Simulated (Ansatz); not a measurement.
CdF2:

```
Cd F
1.0
     0.00000    2.69400    2.69400
     2.69400    0.00000    2.69400
     2.69400    2.69400    0.00000
Cd F
1 2
Direct
  0.00000 0.00000 0.00000
  0.75000 0.75000 0.75000
  0.25000 0.25000 0.25000
```

Program: Ansatz 0.2.0. Alike in all runs: task single point; potentials or basis Ansatz PAW; no spin polarisation; cell as given; k mesh 5 × 5 × 5; cutoff (eV) 500; smearing fermi-dirac 0.05 eV.

Question: Order these runs on this cell by their band gap on the k mesh, lowest first.
A. level r2SCAN0 form with a typed share of exact exchange; share of exact exchange 0.15
B. level r2SCAN0 form with a typed share of exact exchange; share of exact exchange 0.1
C. level r2SCAN0 form with a typed share of exact exchange; share of exact exchange 0.5
D. level r2SCAN0 form with a typed share of exact exchange; share of exact exchange 0
E. level r2SCAN0; share of exact exchange 0.25

Answer: D (3.88 eV), B (4.92 eV), A (5.45 eV), E (6.52 eV), C (9.26 eV).

Caveats: odd divisions of the mesh miss points on the zone boundary, where band edges often lie, so the gap on the mesh can be too wide.

A k mesh can miss the band edges.

Runs at the PBE level aren't shown here.
